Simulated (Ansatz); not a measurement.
**Relativity along a family in space group R-3m**

All-electron LAPW with PBE in Ansatz 0.2.0. Each compound is solved scalar-relativistically and non-relativistic at one fixed cell (conventional cell and sites; prototypes and MP cells are computed structures that needn't be known phases). Gaps are the smallest over the k mesh and a high-symmetry path, and those under 0.4 eV may close elsewhere:

C: a = 2.46 Å, b = 2.46 Å, c = 10.04 Å, α = 90.00°, β = 90.00°, γ = 120.00°; C 6c (0.000 0.000 0.164); 17×17×17 mesh, smearing 0.03 eV, COD 1200018, reported, may be off
As: a = 3.76 Å, b = 3.76 Å, c = 10.46 Å, α = 90.00°, β = 90.00°, γ = 120.00°; As 6c (0.333 0.667 0.894); 11×11×11 mesh, smearing 0.03 eV, COD 9009651, measured
Bi: a = 4.55 Å, b = 4.55 Å, c = 11.86 Å, α = 90.00°, β = 90.00°, γ = 120.00°; Bi 6c (0.000 0.000 0.234); 11×11×11 mesh, smearing 0.03 eV, COD 9009658, measured

```
compound  largest Z  P scalar (GPa)  P non-relativistic less P scalar (GPa)  gap scalar (eV)  gap non-relativistic (eV)
       C          6             4.3                                       ?             0.32                          ?
      As         33             3.6                                       ?             none                       none
      Bi         83             1.8                                   +2.24             none                       none
```

Question: Give the missing entry: row "C", column "P non-relativistic less P scalar (GPa)".

Answer: +0.16.

Question: What belongs in the row "C", column "gap non-relativistic (eV)"?

Answer: 0.22.

Question: Give the missing entry: row "As", column "P non-relativistic less P scalar (GPa)".

Answer: +0.21.
